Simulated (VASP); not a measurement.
# Settings for Mo: relaxation of the cell

Mo, P-1 (no. 2), 1 atom in the cell. PBE, relaxation of the cell; PAW potentials Mo_sv (PBE set). VASP 6.6.1.

Wanted: cell lengths a, b, c within 0.2 %; volume within 0.4 %.

The series start from Relaxations run in a row: 2; Cutoff ENCUT (eV): 350; Force threshold EDIFFG (eV/Å): -0.01; Relaxation method: conjugate gradient, POTIM 0.5; Precision mode: Accurate. Each series keeps the choices made before it, and each single choice may use up half of a tolerance. Times cover all steps of a run.

## Relaxations run in a row

| Relaxations run in a row | Cell lengths a, b, c, largest deviation against the largest value | Volume (Å³/atom) | Time (s) |
|---|---|---|---|
| 1 | 0.031 % | 15.72 | 46 |
| 2 | 0 % | 15.71 | 65 |
| 3 (reference) | 0 % | 15.71 | 63 |

Chosen: 1, the loosest value from which every tighter one stays within half of the tolerance.

## Cutoff ENCUT (eV)

| Cutoff ENCUT (eV) | Cell lengths a, b, c, largest deviation against the largest value | Volume (Å³/atom) | Time (s) |
|---|---|---|---|
| 200 | 3.1 % | 14.48 | 23 |
| 250 | 0.26 % | 15.72 | 28 |
| 300 | refused | refused | 24 |
| 350 | 0.21 % | 15.72 | 46 |
| 400 | 0.096 % | 15.78 | 46 |
| 450 | 0.0066 % | 15.81 | 51 |
| 500 (reference) | 0 % | 15.81 | 48 |

Chosen: 400.

VASP's message at the runs that stop: VERY BAD NEWS! internal error in subroutineSGRCON:Found some non-integer element in rotation matrix 3.

## Force threshold EDIFFG (eV/Å)

| Force threshold EDIFFG (eV/Å) | Cell lengths a, b, c, largest deviation against the largest value | Volume (Å³/atom) | Time (s) |
|---|---|---|---|
| -0.05 | 0.034 % | 15.78 | 34 |
| -0.02 | 0.0055 % | 15.78 | 40 |
| -0.01 | 0.015 % | 15.78 | 46 |
| -0.005 | 0.019 % | 15.78 | 56 |
| -0.002 (reference) | 0 % | 15.78 | 62 |

Chosen: -0.05.

## Relaxation method

| Relaxation method | Cell lengths a, b, c, largest deviation against the largest value | Volume (Å³/atom) | Time (s) |
|---|---|---|---|
| conjugate gradient, POTIM 0.5 | 0 % | 15.78 | 34 |
| conjugate gradient, POTIM 0.2 | 0.038 % | 15.76 | 34 |
| conjugate gradient, POTIM 1.0 | 0.011 % | 15.77 | 49 |
| quasi-Newton, POTIM 0.5 | 0.032 % | 15.78 | 34 |
| quasi-Newton, POTIM 0.5, at least 5 electronic steps | 0.032 % | 15.78 | 37 |
| velocity quench, POTIM 0.1 | crashed | crashed | 11 |

Chosen: conjugate gradient, POTIM 0.5; no other choice that stays within half of the tolerance saves 30 % of the time.

VASP's message at the runs that stop: Orbital orthonormalization failed in the inversion of matrix LAPACK: Routine ZPOTRF failed! kpoint: 1 spin: 1 Possible solutions for this issue are: - Please check whether the atoms are too close to each other. - Decreasing POTIM might help during relaxations or MDs. - Deleting CHGCAR or WAVECAR if incompatible with the structure. - Try calculating without symmetrizing (ISYM = 0 or ISYM = -1). ---.

## Precision mode

| Precision mode | Cell lengths a, b, c, largest deviation against the largest value | Volume (Å³/atom) | Time (s) |
|---|---|---|---|
| Accurate | 0 % | 15.78 | 34 |
| Normal | 0.0011 % | 15.78 | 17 |
| High | 0.0015 % | 15.78 | 35 |

Chosen: Normal, the fastest of those that stay within half of the tolerance.

The choices weren't compared together with a run at all the tightest settings, so their joint error isn't shown.

## The input

INCAR.step1:
```
PREC = Normal
ENCUT = 400
EDIFF = 1E-7
ISMEAR = 1
SIGMA = 0.1
LREAL = False
LASPH = True
NELM = 100
ALGO = Normal
LWAVE = False
LCHARG = False
IBRION = 2
NSW = 60
ISIF = 3
EDIFFG = -0.05
POTIM = 0.5
KPAR = 8
```

INCAR.step2, as INCAR.step1 but for:
```
- IBRION = 2
- NSW = 60
- ISIF = 3
- EDIFFG = -0.05
- POTIM = 0.5
+ NSW = 0
+ ISIF = 2
```

KPOINTS:
```
k-points
0
Gamma
  12 12 12
```

POSCAR.step1:
```
Mo
1.0
   -1.6282360000      1.6470380000      1.6338930000
    1.6242340000     -1.6271260000      1.6099800000
    1.6189040000      1.6177950000     -1.6139820000
Mo
1
Direct
    0.0000000000      0.0000000000      0.0000000000
```

POSCAR.step2:
```
Mo
1.0
   -1.5810060154      1.5794392325      1.5812785925
    1.5811327103     -1.5779389619      1.5798571556
    1.5804849483      1.5774401031     -1.5797311310
Mo
1
Direct
    1.0000000000      1.0000000000      1.0000000000
```

Commands (each step's output is kept before the next begins):
```
cat potpaw_PBE.64/Mo_sv/POTCAR > POTCAR
cp INCAR.step1 INCAR
cp POSCAR.step1 POSCAR
mpirun -np 8 vasp_std > vasp.out
cp CONTCAR POSCAR
cp INCAR.step2 INCAR
cp POSCAR.step2 POSCAR
mpirun -np 8 vasp_std > vasp.out
```

Limits: the start was distorted on purpose (volume up by 6 %, random strain, atoms moved at random), so the space group given is the start's and not the crystal's.

The chosen input took VASP 6.6.1 17 s on 8 cores (Intel Xeon 6975P-C (Granite Rapids)), a shared host.

## An input that fails: cell relaxed at a low cutoff

It runs to its end, but against the unchanged starting input it is off by 5.2 % in the cell lengths a, b, c, 14 % in the volume.

Changes against the starting input:
```
(all steps)
- PREC = Accurate
- ENCUT = 350
+ PREC = Low
+ ENCUT = 200
(POSCAR.step3)
-   -1.5779541058      1.5783725574      1.5781497098
-    1.5779173069     -1.5777852462      1.5774817720
-    1.5776913204      1.5775430594     -1.5775191338
+   -1.4986374550      1.5028526625      1.5006199058
+    1.4981573318     -1.4974400965      1.4947016537
+    1.4972500868      1.4960605155     -1.4951859350
```
